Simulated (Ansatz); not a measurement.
# AlN (P6_3mc) in Ansatz: further runs

One crystal, AlN, is run at these levels: LDA, PBE; tasks: Born charges and dielectric tensor, phonons, elastic constants.

Program: Ansatz 0.2.0. These are calculated values, not measurements. Logs are shortened: lines on timing, memory, paths and dates and some standing lists are left out, and cuts for length are marked.

**The experiment to reproduce.**

From “Self-assembly of well-separated AlN nanowires directly on sputtered metallic TiN films”, 2019, arxiv:1910.07391, for a bulk crystal of AlN at 10 K: band gap 6.034 eV (an exciton energy, a little under the gap).

How close the calculation comes is told below.

**1. Starting point**

It takes space group P6_3mc (No. 186, hexagonal). The conventional cell has a = 3.113 Å, b = 3.113 Å, c = 4.981 Å, α = 90.00°, β = 90.00°, γ = 120.00°. Around Al (site symmetry 3m) lie 4 N at 1.89 Å. N (site symmetry 3m) is surrounded by 4 Al at 1.89 Å.

**2. Born charges and dielectric tensor, LDA**

The input, input.yaml:

```yaml
crystal:
  lattice:
    - [3.113, 0.0, 0.0]
    - [-1.5565, 2.695937082, 0.0]
    - [0.0, 0.0, 4.981]
  atoms:
    - { symbol: Al, position: [0.6666666667, 0.3333333333, 0.5] }
    - { symbol: Al, position: [0.3333333333, 0.6666666667, 0.0] }
    - { symbol: "N", position: [0.6666666667, 0.3333333333, 0.88] }
    - { symbol: "N", position: [0.3333333333, 0.6666666667, 0.38] }
hamiltonian:
  xc: lda
  pseudopotentials: { kind: paw }
kpoints:
  mp_grid: { grid: [10, 10, 6] }
scf:
  occupations: { method: fixed }
output:
  eigenvalues: true
dielectric:
  method: response
```

Potentials or basis: Ansatz PAW.

Started as:

```bash
$ ansatz run input.yaml --threads 2 --pin off --max-ram 5632MiB --backend cpu --events-out ev --progress --plain --runs-dir out
```

What it wrote:

```text
Warning: RAYON_NUM_THREADS=2 ignored (pool sized by the plan → 2); use --threads N
Engine: ansatz 0.2.0, x86_64-unknown-linux-gnu
Pseudopotentials: kind: paw
Pseudopotential: Al, paw, valence charge 3, recommended cutoff 420 eV (normal), Al.paw.azcp
Pseudopotential: N, paw, valence charge 5, recommended cutoff 420 eV (normal), N.paw.azcp
Functional definition: SPW92
  exchange = slater_x
  correlation = pw_c
Crystal: 4 atoms, lattice volume = 41.803 Å³
Basis set: ecut = 420 eV, 809 PW (Γ), exchange–correlation on 48×48×72 points (8 copies of the dense FFT grid, shifted against one another)
Bands: 12, of which v1, the nominal top of the filled ones, is band 8 counted from 1 (7 counted from 0)
Symmetry: 12 space group operations
k-points: 172 of 600 (irreducible under 2 space group operations, time reversal used)
Non-local potential: Al, projectors of the file, l = 0: 2, l = 1: 2, l = 2: 1
Non-local potential: N, projectors of the file, l = 0: 2, l = 1: 2, l = 2: 1
PAW form: soft (Blöchl's): semilocal exchange-correlation on the pseudo side does not see the compensation charge
PAW frozen core: Al, regenerated for the run's functional, and the local potential with it (the file was generated under x = pbe(κ = 0.804, μ = 0.2195149727645171), c = pbe(β = 0.06672455060314922))
PAW frozen core: N, regenerated for the run's functional, and the local potential with it (the file was generated under x = pbe(κ = 0.804, μ = 0.2195149727645171), c = pbe(β = 0.06672455060314922))
PAW one-centre angular grid: Al, 110 points (default); XC on 64 Gauss nodes
PAW one-centre angular grid: N, 110 points (default); XC on 64 Gauss nodes
Initial density: superposition of atomic densities (neutral atoms: chi_scale 0, normalization atom), corrected by the library's trained network
Initial wavefunctions: pseudopotential atomic-orbital guess
Functional: x = slater, c = lda
SCF iter   1: F=—  HF=-1779.711619 eV  |F-HF|=—  |Δ(HF+E_count)|=         —  Δρ=9.31e-3  dr2=4.17e-2  ethr=1.77e-3  ⟨swp⟩=5.0  Hψ=11511  notcnv=0  defer=318
preconditioner: auto → none  [insulator: Δε(μ)=4.162 eV  Ē_g=12.894 eV  n_scr=2 (ndim 8)  ℏωp=23.0 eV  f_vac=0.000  ε∞_Penn≈4.2]
SCF iter   2: F=—  HF=-1779.700913 eV  |F-HF|=—  |Δ(HF+E_count)|=   1.07e-2  Δρ=5.08e-3  dr2=6.18e-3  ethr=2.61e-4  ⟨swp⟩=2.6  Hψ=4898  notcnv=0  defer=344
SCF iter   3: F=—  HF=-1779.698916 eV  |F-HF|=—  |Δ(HF+E_count)|=   2.00e-3  Δρ=1.48e-3  dr2=3.90e-4  ethr=3.86e-5  ⟨swp⟩=2.0  Hψ=3461  notcnv=0  defer=344
SCF iter   4: F=—  HF=-1779.698730 eV  |F-HF|=—  |Δ(HF+E_count)|=   1.86e-4  Δρ=1.17e-4  dr2=2.28e-6  ethr=2.44e-6  ⟨swp⟩=2.5  Hψ=3566  notcnv=0  defer=344
SCF iter   5: F=—  HF=-1779.698727 eV  |F-HF|=—  |Δ(HF+E_count)|=   2.96e-6  Δρ=6.73e-6  dr2=7.24e-9  ethr=1.42e-8  ⟨swp⟩=2.0  Hψ=3440  notcnv=0  defer=8
SCF iter   6: F=—  HF=-1779.698728 eV  |F-HF|=—  |Δ(HF+E_count)|=   1.01e-6  Δρ=6.92e-7  dr2=1.06e-10  ethr=4.52e-11  ⟨swp⟩=2.0  Hψ=3322  notcnv=0  defer=5
SCF iter   7: F=-1779.698728 eV  HF=-1779.698728 eV  |F-HF|=2.96e-12  |Δ(HF+E_count)|=  1.75e-11  Δρ=1.20e-7  dr2=4.14e-12  ethr=1.00e-12  ⟨swp⟩=2.9  Hψ=6620  notcnv=0
SCF 1 converged in 7 iterations: F = -1779.698728 eV  dr2 = 4.14e-12
NSCF: frozen V_eff on 2 k-points
DFPT response loops at Γ: preconditioner auto → none (the input reference at scf.mixing.eps_inf says where Resta's filter doesn't serve); β = 0.50; Broyden in place of MSR1
── the response to a field inside a basis, on 10×10×6 k-points: an SCF that follows is theirs, and a resumed run solves both again ──
Bands: 9, of which v1, the nominal top of the filled ones, is band 8 counted from 1 (7 counted from 0)
k-points: 90 of 600 (irreducible under 4 space group operations, time reversal used)
Initial density: handed on by an earlier stage of this run
Initial wavefunctions: pseudopotential atomic-orbital guess (no wavefunctions were taken with the density)
Eigensolver: Dense (90 Hₖ)
SCF iter   1: F=—  HF=-1779.704925 eV  |F-HF|=—  |Δ(HF+E_count)|=         —  Δρ=5.84e-4  dr2=2.10e-5  ethr=1.00e-1
preconditioner: auto → none  [insulator: Δε(μ)=4.630 eV  Ē_g=11.051 eV  n_scr=2 (ndim 8)  ℏωp=23.0 eV  f_vac=0.000  ε∞_Penn≈5.3]
SCF iter   2: F=—  HF=-1779.704926 eV  |F-HF|=—  |Δ(HF+E_count)|=   7.34e-8  Δρ=2.76e-4  dr2=6.01e-6  ethr=1.31e-7
SCF iter   3: F=—  HF=-1779.704927 eV  |F-HF|=—  |Δ(HF+E_count)|=   1.07e-6  Δρ=1.07e-4  dr2=1.48e-6  ethr=3.76e-8
SCF iter   4: F=-1779.704926 eV  HF=-1779.704926 eV  |F-HF|=7.13e-10  |Δ(HF+E_count)|=   2.08e-7  Δρ=7.85e-6  dr2=7.06e-9  ethr=9.25e-9
SCF 1 converged in 4 iterations: F = -1779.704926 eV  dr2 = 7.06e-9
DFPT response loops at Γ: mixed as the last ones told, above
SCF converged after 7 iterations
Free energy (F): -1779.698728 eV
Harris-Foulkes:  -1779.698728 eV  (|F-HF|=2.96e-12)
Internal energy: -1779.698728 eV  (E = F + TS)
E sigma→0 (E₀):  -1779.698728 eV
Fermi energy:    6.822085 eV
--- Per-component energies (eV) ---
  E_band       = 26.248066
  E_kinetic    = 317.467937
  E_local      = -449.499219  (includes V_loc(G=0)·N_el)
  E_nonlocal   = 114.805898
  E_hartree    = 153.837806
  E_xc         = -201.052347
  E_vxc        = -215.005281  (∫ρ·V_xc dr)
  E_paw        = -1123.867235  (= ΣΔE_a)
  E_vpaw       = -49.197073  (= ΣTr[D̂ρ^β])
  E_aug_tail   = 0.000181  (compensation charges beyond the density's cutoff)
  E_ewald      = -591.663270
  E_core_change = 0.271521  (= ΣΔE_core)
  E_smearing   = -0.000000  (= −TS)
  E_closure    = 0.000000  (closes the sum)
  Σ components = -1779.698728   (vs F -1779.698728, Δ=0.00e0)
--- Band table (eV; the first three rows and the last of 172) ---
  k-point 0: bands = ["-8.1704", "-5.9550", "0.8094", "5.9893", "5.9893", "6.6438", "6.6438", "6.8221", "11.0611", "13.3785", "17.2992", "17.7988"]
  k-point 1: bands = ["-8.0620", "-6.1729", "1.1899", "6.0311", "6.0311", "6.2289", "6.5972", "6.5972", "11.5394", "13.4509", "17.1247", "17.7683"]
  k-point 2: bands = ["-7.7473", "-6.6866", "2.1800", "4.9479", "6.1456", "6.1456", "6.4725", "6.4725", "12.4649", "13.5320", "16.8399", "17.8115"]
  k-point 171: bands = ["-6.1813", "-5.4047", "1.9186", "2.4620", "3.6674", "4.0984", "4.9935", "5.6971", "12.6023", "14.1649", "15.3838", "16.4859"]
--- Dielectric response (ions clamped): 3 representative field directions + reference, inside a basis on a mesh of 600 k-points (Σ response iterations 15) ---
  ε∞ (high-frequency dielectric tensor):
        4.447161    -0.000000     0.000000
       -0.000000     4.447161     0.000000
        0.000000     0.000000     4.643356
  Born effective charges Z* (e; rows j = field, columns β = displacement):
    site 0:
         2.53080   -0.00000    0.00000
        -0.00000    2.53080   -0.00000
         0.00000   -0.00000    2.68266
    site 1:
         2.53080   -0.00000    0.00000
        -0.00000    2.53080    0.00000
         0.00000    0.00000    2.68266
    site 2:
        -2.53080    0.00000   -0.00000
         0.00000   -2.53080    0.00000
         0.00000   -0.00000   -2.68266
    site 3:
        -2.53080    0.00000   -0.00000
         0.00000   -2.53080   -0.00000
        -0.00000   -0.00000   -2.68266
  Z* charge neutrality: 1.796e-3 e pre-enforcement
  solved inside a basis spanned on kpoints, on 10×10×6 k-points, its susceptibility summed on 16×16×10: ε∞ is read to err by 1.4e-2, Z* by 1.1e-2 e (field_mesh: kpoints solves on kpoints); Z* is corrected for what the basis lacks
```

It took 97 s on 2 threads of Intel Xeon at 2.50GHz (Skylake/Cascade Lake), shared host; peak memory 0.61 GiB.

What came out:

* Free energy: -1779.6987 eV
* Band gap on the k mesh: 4.24 eV, direct
* Electronic dielectric tensor (diagonal): 4.45, 4.45, 4.64
* Born charges (mean of the diagonal): Al +2.58; N -2.58 e

Electronic dielectric tensor:
```
4.45 0.00 0.00
0.00 4.45 0.00
0.00 0.00 4.64
```

Born effective charge tensors (e):
atom 1, Al
```
2.53 0.00 0.00
0.00 2.53 0.00
0.00 0.00 2.68
```
atom 2, Al
```
2.53 0.00 0.00
0.00 2.53 0.00
0.00 0.00 2.68
```
atom 3, N
```
-2.53  0.00  0.00
 0.00 -2.53  0.00
 0.00  0.00 -2.68
```
atom 4, N
```
-2.53  0.00  0.00
 0.00 -2.53  0.00
 0.00  0.00 -2.68
```

**3. Phonons, PBE**

input.yaml, as its differences from that of step 2:

```diff
@@ -11,11 +11,11 @@
 hamiltonian:
-  xc: lda
+  xc: pbe
   pseudopotentials: { kind: paw }
 kpoints:
-  mp_grid: { grid: [10, 10, 6] }
+  mp_grid: { grid: [7, 7, 5] }
 scf:
   occupations: { method: fixed }
-output:
-  eigenvalues: true
-dielectric:
-  method: response
+phonons:
+  method: dfpt
+  dielectric: true
+  rigid_motions: translations
```

Potentials or basis: Ansatz PAW.

Started as:

```bash
$ ansatz run input.yaml --threads 2 --pin off --max-ram 5632MiB --backend cpu --events-out ev --progress --plain --runs-dir out
```

What it wrote:

```text
Warning: RAYON_NUM_THREADS=2 ignored (pool sized by the plan → 2); use --threads N
[... 4 set-up lines as earlier in the session ...]
Functional definition: PBE
  parameter kappa = 0.804
  parameter beta = 0.06672455060314922
  exchange = pbe_x(kappa = kappa, mu = beta*pi^2/3)
  correlation = pbe_c(beta = beta)
Crystal: 4 atoms, lattice volume = 41.803 Å³
Basis set: ecut = 420 eV, 809 PW (Γ), exchange–correlation on 48×48×72 points (8 copies of the dense FFT grid, shifted against one another)
Bands: 12, of which v1, the nominal top of the filled ones, is band 8 counted from 1 (7 counted from 0)
[... 1 set-up line as earlier in the session ...]
k-points: 72 of 245 (irreducible under 2 space group operations, time reversal used)
[... 7 set-up lines as earlier in the session ...]
Functional: x = pbe(κ = 0.804, μ = 0.2195149727645171), c = pbe(β = 0.06672455060314922)
SCF iter   1: F=—  HF=-1848.497064 eV  |F-HF|=—  |Δ(HF+E_count)|=         —  Δρ=8.25e-4  dr2=1.37e-4  ethr=1.77e-3  ⟨swp⟩=5.1  Hψ=4805  notcnv=0  defer=131
preconditioner: auto → none  [insulator: Δε(μ)=4.209 eV  Ē_g=13.126 eV  n_scr=2 (ndim 8)  ℏωp=23.0 eV  f_vac=0.000  ε∞_Penn≈4.1]
SCF iter   2: F=—  HF=-1848.497379 eV  |F-HF|=—  |Δ(HF+E_count)|=   3.15e-4  Δρ=4.26e-4  dr2=2.26e-5  ethr=8.56e-7  ⟨swp⟩=2.4  Hψ=2160  notcnv=0  defer=144
SCF iter   3: F=—  HF=-1848.497442 eV  |F-HF|=—  |Δ(HF+E_count)|=   6.31e-5  Δρ=1.88e-4  dr2=5.42e-6  ethr=1.41e-7  ⟨swp⟩=2.0  Hψ=1288  notcnv=0  defer=46
SCF iter   4: F=—  HF=-1848.497460 eV  |F-HF|=—  |Δ(HF+E_count)|=   1.79e-5  Δρ=1.42e-5  dr2=3.87e-8  ethr=3.39e-8  ⟨swp⟩=2.0  Hψ=1440  notcnv=0  defer=11
SCF iter   5: F=—  HF=-1848.497461 eV  |F-HF|=—  |Δ(HF+E_count)|=   1.32e-6  Δρ=3.27e-6  dr2=1.81e-9  ethr=2.42e-10  ⟨swp⟩=2.7  Hψ=1535  notcnv=0  defer=3
SCF iter   6: F=-1848.497461 eV  HF=-1848.497461 eV  |F-HF|=2.16e-11  |Δ(HF+E_count)|=   3.77e-9  Δρ=2.65e-7  dr2=1.46e-11  ethr=1.00e-12  ⟨swp⟩=5.5  Hψ=5537  notcnv=0
SCF 1 converged in 6 iterations: F = -1848.497461 eV  dr2 = 1.46e-11
NSCF: frozen V_eff on 7 k-points
DFPT response loops at Γ: preconditioner auto → none (the input reference at scf.mixing.eps_inf says where Resta's filter doesn't serve); β = 0.50; Broyden in place of MSR1
── the response to a field inside a basis, on 8×8×6 k-points: an SCF that follows is theirs, and a resumed run solves both again ──
Bands: 9, of which v1, the nominal top of the filled ones, is band 8 counted from 1 (7 counted from 0)
k-points: 60 of 384 (irreducible under 4 space group operations, time reversal used)
[... 2 set-up lines as earlier in the session ...]
Eigensolver: Dense (60 Hₖ)
SCF iter   1: F=—  HF=-1848.499610 eV  |F-HF|=—  |Δ(HF+E_count)|=         —  Δρ=3.51e-4  dr2=7.55e-6  ethr=1.00e-1
preconditioner: auto → none  [insulator: Δε(μ)=4.688 eV  Ē_g=11.187 eV  n_scr=2 (ndim 8)  ℏωp=23.0 eV  f_vac=0.000  ε∞_Penn≈5.2]
SCF iter   2: F=—  HF=-1848.499621 eV  |F-HF|=—  |Δ(HF+E_count)|=   1.04e-5  Δρ=1.66e-4  dr2=2.08e-6  ethr=4.72e-8
SCF iter   3: F=—  HF=-1848.499625 eV  |F-HF|=—  |Δ(HF+E_count)|=   3.99e-6  Δρ=6.14e-5  dr2=8.19e-7  ethr=1.30e-8
[... 47 lines left out ...]
  Born effective charges Z* (e; rows j = field, columns β = displacement):
    site 0:
         2.52783   -0.00000    0.00000
        -0.00000    2.52783   -0.00000
         0.00000   -0.00000    2.68159
    site 1:
         2.52783   -0.00000    0.00000
        -0.00000    2.52783    0.00000
         0.00000    0.00000    2.68159
    site 2:
        -2.52783    0.00000   -0.00000
         0.00000   -2.52783    0.00000
        -0.00000   -0.00000   -2.68159
    site 3:
        -2.52783    0.00000   -0.00000
         0.00000   -2.52783   -0.00000
        -0.00000    0.00000   -2.68159
  Z* charge neutrality: 1.975e-3 e pre-enforcement
  solved inside a basis spanned on kpoints, on 8×8×6 k-points, its susceptibility summed on 12×12×6: ε∞ is read to err by 1.6e-2, Z* by 1.3e-2 e (field_mesh: kpoints solves on kpoints); Z* is corrected for what the basis lacks
  optical modes at Γ without the LO–TO term, one row a degenerate level:
      ω (cm⁻¹)  modes    IR ((D/Å)²/amu)
        234.39      2             0.0000
        552.18      1             0.0000
        626.10      1            35.9856
        647.61      2             0.0000
        658.00      2            63.9540
        728.87      1             0.0000
  optical modes at Γ + LO–TO along q̂ = [1.0000, 0.0000, 0.0000]:
      ω (cm⁻¹)  modes    IR ((D/Å)²/amu)
        234.39      2             0.0000
        552.18      1             0.0000
        626.10      1            35.9856
        647.61      2             0.0000
        658.00      1            31.9770
        728.87      1             0.0000
        894.37      1            31.9770
  optical modes at Γ + LO–TO along q̂ = [0.0000, 1.0000, 0.0000]:
      ω (cm⁻¹)  modes    IR ((D/Å)²/amu)
        234.39      2             0.0000
        552.18      1             0.0000
        626.10      1            35.9856
        647.61      2             0.0000
        658.00      1            31.9770
        728.87      1             0.0000
        894.37      1            31.9770
  optical modes at Γ + LO–TO along q̂ = [0.0000, 0.0000, 1.0000]:
      ω (cm⁻¹)  modes    IR ((D/Å)²/amu)
        234.39      2             0.0000
        552.18      1             0.0000
        647.61      2             0.0000
        658.00      2            63.9540
        728.87      1             0.0000
        887.29      1            35.9856
```

optical_modes.tsv:

```text
# format = ansatz-optical-modes/1
# cell_volume_ang3 = 4.1802804090740935e1
[... 9 lines left out ...]
0e0	0e0	0e0	6.579989032115567e2	2	6.395399984805317e1	1.3860392299763886e0	-1.5265566588595902e-16	6.4401007597741e-16	1.386039229976385e0	-3.5285246534056213e-15	9.282013762244582e-30
0e0	0e0	0e0	7.288722853646822e2	1	7.807888471223565e-30	3.322892685936715e-33	-3.105308437355787e-32	-1.2216280937964312e-32	2.9019716862733168e-31	1.1416354319933557e-31	4.4911928870552883e-32
[... 18 lines left out ...]
0e0	0e0	1e0	7.288722853646822e2	1	7.23514782394636e-30	7.860944563636228e-33	-4.86232657412968e-32	-6.263209889659788e-33	3.0075545657520217e-31	3.8740601258937826e-32	4.99021431895032e-33
0e0	0e0	1e0	8.872940031300365e2	1	3.598562898280933e1	8.295929174800283e-34	3.477505226645772e-32	3.5972114753780775e-17	1.4577080332462933e-30	1.507886753056636e-15	1.5597927761845007e0
```

Run time: 63 s. Hardware: 2 threads of Intel Xeon at 2.50GHz (Skylake/Cascade Lake), shared host; peak memory 0.49 GiB.

What came out:

- Free energy: -1848.4975 eV
- Band gap on the k mesh: 4.21 eV, direct
- Electronic dielectric tensor (diagonal): 4.45, 4.45, 4.64
- Born charges (mean of the diagonal): Al +2.58; N -2.58 e
- Highest phonon frequency at Γ, LO-TO splitting left out: 729 cm⁻¹
- Static dielectric tensor (diagonal): 8.21, 8.21, 9.33

Phonon frequencies in cm⁻¹ (negative: imaginary):
| q point | frequencies |
| --- | --- |
| (0.000, 0.000, 0.000) | 0 0 0 234 234 552 626 648 648 658 658 729 |

Electronic dielectric tensor:
```
4.45 0.00 0.00
0.00 4.45 0.00
0.00 0.00 4.64
```

Born effective charge tensors (e):
atom 1, Al
```
2.53 0.00 0.00
0.00 2.53 0.00
0.00 0.00 2.68
```
atom 2, Al
```
2.53 0.00 0.00
0.00 2.53 0.00
0.00 0.00 2.68
```
atom 3, N
```
-2.53  0.00  0.00
 0.00 -2.53  0.00
 0.00  0.00 -2.68
```
atom 4, N
```
-2.53  0.00  0.00
 0.00 -2.53  0.00
 0.00  0.00 -2.68
```

Static dielectric tensor, electrons and zone-centre modes:
```
8.21 0.00 0.00
0.00 8.21 0.00
0.00 0.00 9.33
```

Caveat: odd divisions of the mesh miss points on the zone boundary, where band edges often lie, so the gap on the mesh can be too wide.

(Part 1 of 2 ends here.)
